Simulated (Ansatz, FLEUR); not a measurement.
**AlNi3: programs and potentials compared**

```
Ni Al
1.0
     3.52305    0.00000    0.00000
     0.00000    3.52305    0.00000
     0.00000    0.00000    3.52305
Ni Al
3 1
Direct
  0.50000 0.50000 0.00000
  0.50000 0.00000 0.50000
  0.00000 0.50000 0.50000
  0.00000 0.00000 0.00000
```

The cell is a database's computed one, not the measured one.

Alike in all runs: task band structure; functional PBE; k mesh 8 × 8 × 8; occupations fermi-dirac, width 0.05 eV; collinear spin, ferromagnetic start; no spin-orbit coupling. Pressure is positive in compression and, in plane waves, holds the error of the finite cutoff, which Ansatz's Pulay term estimates and takes out.

```csv
program and potentials,plane-wave cutoff (eV),notes,pressure (GPa),net moment per atom (μB)
"Ansatz, Ansatz PAW",420,Pulay term of +0.06 GPa included,7.35,0.18
"Ansatz, all-electron LAPW, scalar-relativistic",-,-,7.30,0.18
"FLEUR, all-electron, FLAPW",-,-,-,0.18
```

The pressure spans 7.30 (Ansatz, all-electron LAPW, scalar-relativistic) to 7.35 GPa (Ansatz, Ansatz PAW), with all-electron results at 7.30. All agree on the net moment per atom. Runs that ended in another magnetic state (2) are left out. The state is the one that the start led to, which needn't be the lowest.

The functional is the same throughout but for its coding, so the spread measures potentials, basis and numerics; runs on potential files found faulty are left out.
